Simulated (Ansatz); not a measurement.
**Notes on Cd**

```yaml
crystal:
  lattice:
    - [1.70405, 0.98384, 2.19585]
    - [-1.70405, 0.98384, 2.19585]
    - [0.00000, -1.96767, 2.19585]
  atoms:
    - { symbol: Cd, position: [0.00000, 0.00000, 0.00000] }
```

Single point in Ansatz 0.2.0 with PBE, no spin polarisation. Cutoff 420 eV, PAW datasets, 12×12×12 Γ-centred k mesh, fermi-dirac filling (width 0.1 eV).

Problem. Is there a gap?

Solution. It is a metal, with about 0.37 states/eV a cell as the mean within 0.25 eV of the Fermi level.

Problem. What does the stress say?

Solution. The pressure is 4.1 GPa (compression positive), so with the atoms held at these fractions the cell would first expand. The principal stresses 2.0, 2.0, 8.2 GPa differ, so its shape would change too.

Problem. Describe some of the short contacts.

Solution. Cd–Cd at 2.95 Å: least valence density 0.20 e/Å³ and ELF 0.23 there. Both are smooth PAW fields, read partly inside the augmentation spheres.

Origin: a known structure type with other elements, at an estimated volume, so it need not be a known compound.
